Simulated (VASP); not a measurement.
ZnO (zincite): electric field gradients with PBE

**What was measured.**

From “Electronic structure of alkaline earth and post-transition metal oxides”, 2009, arxiv:0908.1581, for a bulk crystal of ZnO: band gap 3.37 eV.

The system is ZnO (zincite).

```
Zn O
1.0
     3.24931    0.00000    0.00000
    -1.62465    2.81398    0.00000
     0.00000    0.00000    5.20571
Zn O
2 2
Direct
  0.33333 0.66667 0.50000
  0.66667 0.33333 0.00000
  0.66667 0.33333 0.37901
  0.33333 0.66667 0.87901
```

```
Program                : VASP 6.6.1
Task                   : electric field gradients
Functional             : PBE
Potentials or basis    : VASP PAW PBE potentials, release 64 (Zn, O)
Cutoff                 : 520 eV
k mesh                 : 8 × 8 × 5
Occupations            : fermi-dirac, width 0.02 eV
Spin                   : no spin polarisation
Further INCAR settings : ALGO = Normal; EDIFF = 1e-07
```

| Item | Value |
| --- | --- |
| Pressure | 6.0 GPa |
| Largest force | 0.074 eV/Å |
| Band gap on the k mesh | 0.79 eV, direct |

Forces on the atoms (eV/Å):
```
Zn   0.000  0.000 -0.074
Zn   0.000  0.000 -0.074
O    0.000  0.000  0.074
O    0.000  0.000  0.074
```

Stress tensor (GPa, compression positive):
```
5.41 0.00 0.00
0.00 5.41 0.00
0.00 0.00 7.18
```

Levels at points of the mesh, in eV from the valence-band top:
```tsv
k point	band 15	band 16	band 17	band 18	band 19	band 20	band 21	band 22
(0.00, 0.00, 0.00)	-0.81	-0.07	0.00	0.00	0.79	5.21	8.26	12.85
(0.50, 0.00, 0.00)	-2.82	-2.28	-1.28	-0.83	5.77	6.86	7.62	8.48
```

Electric field gradients, principal values (V/Å²):
| atom | Vxx | Vyy | Vzz |
| --- | --- | --- | --- |
| 1 Zn | -0.432 | -0.435 | 0.867 |
| 2 Zn | -0.432 | -0.435 | 0.867 |
| 3 O | 0.930 | 0.939 | -1.868 |
| 4 O | 0.930 | 0.939 | -1.868 |

Run time: 12 s on 1 thread of Intel(R) Xeon(R) 6975P-C (Granite Rapids), with other jobs on the host, peak memory 0.17 GiB.

Measured gap of ZnO: 3.37 eV (quoted in “Electronic structure of alkaline earth and post-transition metal oxides”, 2009, arxiv:0908.1581). This calculation gives 0.79 eV (-2.58 eV). So large a miss can be the level of theory's own, or it may mean another phase, state or a wrong row. The value is that of PBE, without temperature or zero-point motion. Semilocal functionals fall short of measured gaps as a rule.
